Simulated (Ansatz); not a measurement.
## GaP at 25 GPa: from Born charge to LO–TO splitting and polaron coupling

Method: Ansatz, DFT PBEsol, scalar-relativistic, plane waves, PAW. Plane waves to 420 eV; Γ-centred k mesh 10×10×10; fixed occupations. No spin polarisation. Phonons by linear response, acoustic sum rule imposed.

The cell, relaxed at 25 GPa:
```cif
data_structure
_symmetry_space_group_name_H-M 'F-43m'
_symmetry_Int_Tables_number 216
_cell_length_a 5.0998
_cell_length_b 5.0998
_cell_length_c 5.0998
_cell_angle_alpha 90.000
_cell_angle_beta 90.000
_cell_angle_gamma 90.000
_cell_volume 132.64
loop_
_atom_site_label
_atom_site_type_symbol
_atom_site_symmetry_multiplicity
_atom_site_Wyckoff_symbol
_atom_site_fract_x
_atom_site_fract_y
_atom_site_fract_z
_atom_site_occupancy
Ga1 Ga 4 a 0.00000 0.00000 0.00000 1
P1 P 4 c 0.25000 0.25000 0.25000 1
```

At this pressure the crystal is close to a known change of phase. The run warned that the force constants aren't converged on this k mesh, so the frequencies and all that is formed from them are rough.

Linear response gives ν_TO = 449.6 cm⁻¹, Born charges ±1.795 e (positive on Ga) and ε∞ = 9.933. The primitive cell holds 33.159 Å³, and the masses are 69.723 and 30.974 amu.

Question: Find ν_LO and the static dielectric constant.

Answer: The long-wave field adds a restoring force: ω_LO² − ω_TO² = Z*²e²/(ε_vac ε∞ μV). In these units ν_LO² − ν_TO² = 4.92064×10⁷ Z*²/(μ V ε∞) cm⁻², with μ = m₁m₂/(m₁ + m₂) = 21.446 amu: 22453 cm⁻². So ν_LO = √(449.6² + 22453) = 473.9 cm⁻¹, and the run gives 473.9. Lyddane–Sachs–Teller then gives ε0 = ε∞ (ν_LO/ν_TO)² = 11.04, against 11.04 in the run (it forms both from the same three quantities, so the match checks the arithmetic only). Between ν_TO and ν_LO the dielectric function is negative and an undamped crystal reflects fully: a reststrahlen band from 21.1 to 22.2 μm.

Question: What do the Clausius–Mossotti polarisability and the Szigeti charge come to?

Answer: With the Lorentz local field, α = (3V/4π)(ε∞ − 1)/(ε∞ + 2) = 5.93 Å³ for the pair, and e_S = 3Z*/(ε∞ + 2) = 0.45 e. The Born charge includes the electrons' response to the dipole's own local field, and e_S takes that enhancement out. The Lorentz field assumes point-like polarisable ions, a poor picture once ε∞ is this large, since the electron clouds then overlap or are shared, so both numbers are formal here.

Question: How strongly does a slow electron couple to the LO mode?

Answer: For one isotropic parabolic band, Fröhlich's constant is α_F = (1/ε∞ − 1/ε0) √(m* Ry/ħω_LO), with Ry = 13.606 eV, ħω_LO = 58.8 meV and m* in free-electron masses: α_F = 0.0101 × 15.22 × √m* = 0.15 √m*. The band mass isn't part of this run; for m* = 0.1, 0.3 and 1 it gives 0.05, 0.08, 0.15. In weak coupling the polaron lies α_F ħω_LO below the band edge (5 meV at m* = 0.3) with a mass m*(1 + α_F/6); past α_F of about 5 or 6 that expansion fails. A semilocal functional's ε∞ tends to be too large, which taken alone lowers α_F.

Cost: 1 run of about 2.3 core-minutes, on Intel Xeon Processor @ 2.50GHz (Skylake/Cascade Lake) (shared hosts).

The lattice adds little to the static screening: the dielectric constant rises only from 9.933 to 11.04. This fits a largely covalent tetrahedral network, in which a modest electronegativity difference gives a limited dynamical charge, stiff bonds resist the polar displacement, and the valence electrons screen most of the long-range field. The Born charge of 1.795 e measures the polarisation induced by moving the sublattices, so it should not be read as the static charge on Ga or as an oxidation state.

The same small difference between electronic and static screening keeps the Fröhlich coupling weak for all the band masses tried. This suggests a large, lightly dressed polaron and gives no sign of self-trapping by the polar mode. The coupling is only schematic for real carriers, however, since the conduction-band minima of zinc-blende GaP lie near the zone boundary and are anisotropic, while its valence-band top is degenerate. Nor does weak polar coupling imply high mobility, because deformation-potential and intervalley scattering lie outside the Fröhlich constant.
